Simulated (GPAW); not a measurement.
# Calculated records

**A GW chain in GPAW: RbBr (Fm-3m)**

The structure is cubic, space group Fm-3m (No. 225). The conventional cell has a = 6.854 Å, b = 6.854 Å, c = 6.854 Å, α = 90.00°, β = 90.00°, γ = 90.00°. Nearest to Rb lie 6 Br at 3.43 Å. Nearest to Br lie 6 Rb at 3.43 Å. Farther neighbours and most contacts between anions are not listed.

```
Rb Br
1.0
     0.00000    3.42700    3.42700
     3.42700    0.00000    3.42700
     3.42700    3.42700    0.00000
Rb Br
1 1
Direct
  0.00000 0.00000 0.00000
  0.50000 0.50000 0.50000
```

- method: DFT, PBE, plane waves, PAW (and 1 further level or step)
- program: GPAW 26.7.0
- settings of one run: cutoff 450 eV, GPAW PAW setups 1.2.1 data release, 4×4×4 k-mesh, nbands 1206
- cost: 4 runs, 51 s in all on 8 MPI ranks of Arm Neoverse V2, shared host (the runs of this entry)
- notes: The database entry behind the starting cell differs from later determinations by our own check (about 0.5 % short). The cell and positions come from the Crystallography Open Database and are kept as given unless a step says otherwise. Limits: no spin-orbit coupling. Bands and cutoff are finite, so the gap is not at the basis limit. The miss can reach some tenths of an eV and take either sign; the mesh is an error of its own.
- PBE gap: 4.37 eV, direct
- G0W0 gap on the mesh: 6.77 eV
- GW settings: 4×4×4 mesh, 196 bands, screening to 105 eV, Godby-Needs plasmon pole
- known limits: not at the basis limit; no spin-orbit coupling

G0W0 moves the gap on the mesh from 4.37 eV to 6.77 eV (+2.40 eV), with Z of 0.82 and 0.88 at the edges. Only 1 of the mesh's irreducible points was corrected, so a valley elsewhere could overtake.

[Paths, hosts, dates, memory and timing lines, banners, echoed tables and standing remarks are left out of the program output.]

[Logs are printed without paths, hosts, clocks, repeated set-up lines and the standing remarks that a program may print on its own settings, such as how far it seeks lower states.]

[Runs of the session that timed out or met a known fault of the program may be left out.]

[Hosts, paths, dates, database ids (printed as entryN), source tags and the programs' standing remarks are cut or masked in the printed files.]
